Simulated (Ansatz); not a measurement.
CdS (I-43m) at 2 levels of theory

One geometry, relaxed with PBE; plane waves with PAW potentials in Ansatz, scalar-relativistic. No spin polarisation. Gaps are the least over mesh and band path; pressure is positive in compression.

Space group I-43m (No. 217). a = 8.085 Å, b = 8.085 Å, c = 8.085 Å, α = 90.00°, β = 90.00°, γ = 90.00°
```json
{"atom": "Cd", "site": "8c", "symmetry": ".3m", "x": "0.1607", "y": "0.1607", "z": "0.1607"}
{"atom": "S", "site": "8c", "symmetry": ".3m", "x": "0.3369", "y": "0.3369", "z": "0.3369"}
```

| level | cutoff (eV) | k mesh | gap (eV) | pressure (GPa) |
| --- | --- | --- | --- | --- |
| PBE | 420 | 6×6×6 | 1.50 | 0.0 |

Problem. What comes out on the same cell with r2SCAN?

Solution.
| level | cutoff (eV) | k mesh | gap (eV) | pressure (GPa) |
| --- | --- | --- | --- | --- |
| r2SCAN | 500 | 6×6×6 | 1.95 | -0.9 |

Another cell of CdS relaxed alike, in P3_221, lies 37 meV/atom lower, so this cell isn't the stable form at this level.

It was reached by relaxing an invented guess, and it needn't be the stable form of this composition.
